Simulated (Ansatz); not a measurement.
**AlRu (Pm-3m), work and stress of cleavage**

Method: DFT PBE, scalar-relativistic, plane waves, PAW (Ansatz 0.2.0). Cutoff 420 eV, Γ-centred 20×20×7 k-points, Gaussian smearing of 0.15 eV. No spin polarisation. Energies are free energies at this smearing, counted from the undisturbed cell; pressure is positive in compression.

The starting cell (relaxed at this level; it needn't be the usual structure):

```
Al Ru
1.0
     0.00000   -3.00408    0.00000
     0.00000    0.00000   -3.00408
     9.01225    0.00000    0.00000
Al Ru
3 3
Direct
  0.00000 0.00000 0.24998
  0.00000 0.00000 0.58332
  0.00000 0.00000 0.91665
  0.50000 0.50000 0.08332
  0.50000 0.50000 0.41665
  0.50000 0.50000 0.74998
```

The cut lies on the cell's a–b face, a (1 0 0) plane (indices in the standard cell, whose axes needn't be the Cartesian ones shown) of area 9.02 Å², between layers 1.50 Å apart. Vector c is lengthened by d along the normal with the atoms' Cartesian places fixed: one unrelaxed cut a cell. The traction is positive where the two halves pull on each other.

```csv
d (Å),energy (J/m²),traction (GPa)
-0.30,0.73,-55.6
0.00,0.00,0.1
0.25,0.32,22.7
0.50,1.03,32.3
1.00,2.67,30.3
2.00,4.72,11.8
3.00,5.41,3.5
6.00,5.66,0.1
```

Problem. What are the work of separation and the cleavage stress, and do they fit the universal binding curve?

Solution. The energy levels off near W ≈ 5.66 J/m² (the traction is down to 0.1 GPa), the energy of the two unrelaxed faces, 2.83 J/m² each on average. The largest sampled traction is 32.3 GPa at d = 0.50 Å, and a parabola through it and its two neighbours peaks at σ_max ≈ 34.9 GPa, d ≈ 0.72 Å. The curve E = W[1 − (1 + d/ℓ)exp(−d/ℓ)] peaks in traction at d = ℓ with σ_max = W/(eℓ); with 1 J/m² per Å = 10 GPa this W and σ_max give ℓ = 0.60 Å. A parabola through that curve at the same three d peaks at 0.67 Å, against 0.72 Å here, a fair fit. Real crystals break at far lower stress, because cracks concentrate it, and on the plane of lowest W, which needn't be this one.

The cut is rigid; relaxing the faces lowers these energies and usually the stresses.

In a metal these slopes depend on the k mesh and the smearing.

Cost: 8 runs of about 8.1 core-minutes in all, on Arm Neoverse V2 (shared hosts).